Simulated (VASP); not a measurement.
Runs of VASP 6.6.1 on Sb. Symmetry: P2_1/m, No. 11, monoclinic system. Conventional cell: a = 3.122 Å, b = 4.348 Å, c = 4.406 Å, α = 90.00°, β = 90.51°, γ = 90.00°. Around Sb (site symmetry m) lie 6 Sb at 3.04 to 3.15 Å. This isn't the form of Sb at room conditions, which is rhombohedral.

| task | level | potentials or basis | cell | k mesh | cutoff (eV) | mesh quality | gap on the mesh (eV) | pressure (GPa) | relaxed volume (Å³/atom) |
| --- | --- | --- | --- | --- | --- | --- | --- | --- | --- |
| relaxation of cell and atoms | PBEsol | VASP PAW PBE potentials, release 64 (Sb) | relaxed | 14 × 10 × 10 | 580 | not flagged | none | 0.0 | 28.73 |
| relaxation of cell and atoms | PBEsol | VASP PAW PBE potentials, release 64 (Sb) | relaxed | 14 × 10 × 10 | 300 | not flagged | none | 0.0 | 28.73 |
| relaxation of cell and atoms | RPBE | VASP PAW PBE potentials, release 64 (Sb) | relaxed | 14 × 10 × 10 | 600 | not flagged | none | 0.0 | 30.73 |
| relaxation of cell and atoms | LDA | VASP PAW LDA potentials, release 64 (Sb) | relaxed | 14 × 10 × 10 | 600 | not flagged | none | 0.0 | 28.20 |
| relaxation of cell and atoms | PBEsol | VASP PAW PBE potentials, release 64 (Sb) | relaxed | 6 × 4 × 4 | 600 | coarse | none | 0.0 | 29.06 |
| single point | PBEsol | VASP PAW PBE potentials, release 64 (Sb) | as given | 14 × 10 × 10 | 520 | not flagged | none | (a) | - |
| relaxation of cell and atoms | PBEsol | VASP PAW PBE potentials, release 64 (Sb) | relaxed | 14 × 10 × 10 | 600 | not flagged | none | 0.0 | 28.73 |

Alike in all rows: no spin polarisation; smearing gaussian 0.1 eV.

Task: Fill in the values left out.

Result: (a) -2.2.

Caveats: some runs use coarse meshes; the PAW data sets were made with another functional, which shifts forces and pressure a little (some runs).

A k mesh can miss the band edges, and the runs leave out spin-orbit coupling on Sb.

A gap of «none» marks a metal or a gap under the smearing width.

Runs at the PBE level aren't shown here.
